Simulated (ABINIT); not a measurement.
Runs of ABINIT 10.8.3 (patched build) on Au. The structure is hexagonal, space group P6_3/mmc (No. 194). The conventional cell has a = 2.900 Å, b = 2.900 Å, c = 4.880 Å, α = 90.00°, β = 90.00°, γ = 120.00°. Au (site symmetry -6m2) has 12 Au at 2.90 to 2.96 Å as nearest neighbours. This isn't the form of Au at room conditions, which is fcc.

```tsv
level	gap on the mesh (eV)	pressure (GPa)	relaxed volume (Å³/atom)
AM05	none	0.0	(a)
PW91	none	0.0	18.05
revPBE	none	0.0	18.38
WC	none	0.0	17.23
```

Alike in all rows: task relaxation of cell and atoms; potentials or basis JTH PAW PBE v2.0; no spin polarisation; cell relaxed; k mesh 11 × 11 × 6; cutoff (eV) 653; smearing fermi-dirac 0.05 eV.

Fill in the values left out.

(a) 17.00.

Caveats: the PAW data sets were made with another functional, which shifts forces and pressure a little.

A k mesh can miss the band edges, and the runs leave out spin-orbit coupling on Au.

A gap of «none» marks a metal or a gap under the smearing width.
